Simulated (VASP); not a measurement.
## GaAs: relaxation of cell and atoms with PBEsol

The system is GaAs.

```
Ga As
1.0
     0.00000    2.82685    2.82685
     2.82685    0.00000    2.82685
     2.82685    2.82685    0.00000
Ga As
1 1
Direct
  0.00000 0.00000 0.00000
  0.25000 0.25000 0.25000
```

```json
{
 "Program": "VASP 6.6.1",
 "Task": "relaxation of cell and atoms",
 "Functional": "PBEsol",
 "Potentials or basis": "VASP PAW PBE potentials, release 64 (Ga_d, As)",
 "Cutoff": "600 eV",
 "k mesh": "10 × 10 × 10",
 "Occupations": "gaussian, width 0.03 eV",
 "Spin": "no spin polarisation",
 "Further INCAR settings": "ALGO = Normal; EDIFF = 1e-06; IBRION = 2; EDIFFG = -0.01; NSW = 90; ISIF = 3"
}
```

The relaxed volume is 22.70 Å³/atom and the relaxed cell is a = 4.004 Å, b = 4.004 Å, c = 4.004 Å, α = 60.00°, β = 60.00°, γ = 60.00°. The space group after relaxing (to 0.05 Å) is F-43m (No. 216) and the energy gained by relaxing is 0.1 meV/atom. The ionic steps are 3, the pressure after relaxing is 0.0 GPa and the band gap on the k mesh is 0.42 eV, direct.

The path:
```csv
step,energy change (eV),largest force (eV/Å),pressure (GPa),volume (Å³)
1,0.0000,0.0000,0.33,45.18
2,-0.0002,0.0000,-0.18,45.48
3,-0.0002,0.0000,0.01,45.40
```

Final structure:
```
Ga As
1.0
     0.00000    2.83140    2.83140
     2.83140    0.00000    2.83140
     2.83140    2.83140    0.00000
Ga As
1 1
Direct
  0.00000 0.00000 0.00000
  0.25000 0.25000 0.25000
```

Levels at points of the mesh, in eV from the valence-band top:
```csv
k point,band 5,band 6,band 7,band 8,band 9,band 10,band 11,band 12,band 13
"(0.00, 0.00, 0.00)",-14.69,-12.72,0.00,0.00,0.00,0.42,3.69,3.69,3.69
"(0.50, 0.00, 0.00)",-14.68,-10.95,-6.65,-1.14,-1.14,0.92,4.58,4.58,7.58
"(0.50, 0.50, 0.00)",-14.67,-10.22,-6.83,-2.68,-2.68,1.36,1.57,10.09,10.09
```

It took 13 s on 4 MPI ranks on AMD EPYC 9R45 (Zen 5), with other jobs on the host, peak memory 0.18 GiB a rank.

Caveat: the PAW data sets were made with another functional, which shifts forces and pressure a little. Zero-point motion and thermal expansion aren't in these numbers.
